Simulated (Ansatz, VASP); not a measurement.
Two plane-wave programs on W

```xyz
2
Lattice="0.0000 -1.9991 -1.9991 0.0000 1.9991 -1.9991 3.9983 0.0000 0.0000" Properties=species:S:1:pos:R:3 pbc="T T T"
W     1.9719    0.0000   -1.9991
W     0.0272    0.0000    0.0000
```

Change from the starting cell: mode 4 frozen in at +0.000 Å and mode 6 at -0.027 Å (largest displacements).

Alike in both runs: task single point; functional PBEsol; k mesh 16 × 16 × 12; occupations gaussian, width 0.15 eV; no spin polarisation.

|  | VASP | Ansatz |
| --- | --- | --- |
| version | VASP 6.6.1 | Ansatz 0.2.0 |
| potentials or method | VASP PAW PBE potentials, release 64 (W_sv) | scalar-relativistic, plane waves, PAW |
| plane-wave cutoff (eV) | 520 | 420 |
| valence electrons in the cell | 28 | 28 |

Ansatz gave:

| Property | Result |
| --- | --- |
| gap on the k mesh at the Fermi level (eV) | none |
| pressure (GPa) | 0.4 |
| largest component of the traceless stress (GPa) | 0.96 |
| rms of the force components (eV/Å) | 0.493 |

Task: Which values does VASP return?

Result: gap on the k mesh at the Fermi level (eV): none; pressure (GPa): 1.0; largest component of the traceless stress (GPa): 0.96; rms of the force components (eV/Å): 0.498.

Atom by atom the forces differ by 0.005 eV/Å (rms over components). A gap of «none» marks a metal or a gap that the smearing closes. Ansatz warned: «pseudo_functional_mismatch».

Caveats: the PAW data sets were made with another functional, which shifts forces and pressure a little (VASP). Spin-orbit coupling is left out, which matters for the levels of W.
